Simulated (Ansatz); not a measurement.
# ZnSe: the cost of one run

Method: reference: DFT, HSE06, plane waves, PAW, in Ansatz 0.2.0.

1 further run of the same task is left out (it didn't finish). Runs told in other sessions of the task aren't counted.

### Step 1. The structure to begin with

Symmetry: Fm-3m, No. 225, cubic system. The conventional cell has a = 5.318 Å, b = 5.318 Å, c = 5.318 Å, α = 90.00°, β = 90.00°, γ = 90.00°. Zn (site symmetry m-3m) is surrounded by 6 Se at 2.66 Å. Se (site symmetry m-3m) is surrounded by 6 Zn at 2.66 Å.

As a file:

```
Zn Se
1.0
     0.00000    2.65876    2.65876
     2.65876    0.00000    2.65876
     2.65876    2.65876    0.00000
Zn Se
1 1
Cartesian
  0.0000 0.0000 0.0000
  2.6588 2.6588 2.6588
```

### Step 2. Reference

The input, input.yaml:

```yaml
crystal:
  lattice:
    - [0.0, 2.6587577905, 2.6587577905]
    - [2.6587577905, 0.0, 2.6587577905]
    - [2.6587577905, 2.6587577905, 0.0]
  atoms:
    - { symbol: Zn, position: [0.0, 0.0, 0.0] }
    - { symbol: Se, position: [0.5, 0.5, 0.5] }
kpoints:
  mp_grid: { grid: [4, 4, 4] }
hamiltonian:
  xc: hse06
scf:
  occupations: { method: fermi_dirac, width: 0.02 }
  n_extra_bands: 4
output:
  forces: true
  stress: true
  eigenvalues: true
```

Run with:

```sh
$ ansatz run input.yaml --threads 4 --pin off --max-ram 3686MiB --backend cpu --events-out ev --progress --plain --runs-dir out
```

Q: Estimate wall time and peak memory on 4 threads of Arm Neoverse N1, shared host.

About 8.5 s, with a peak of 0.61 GiB.
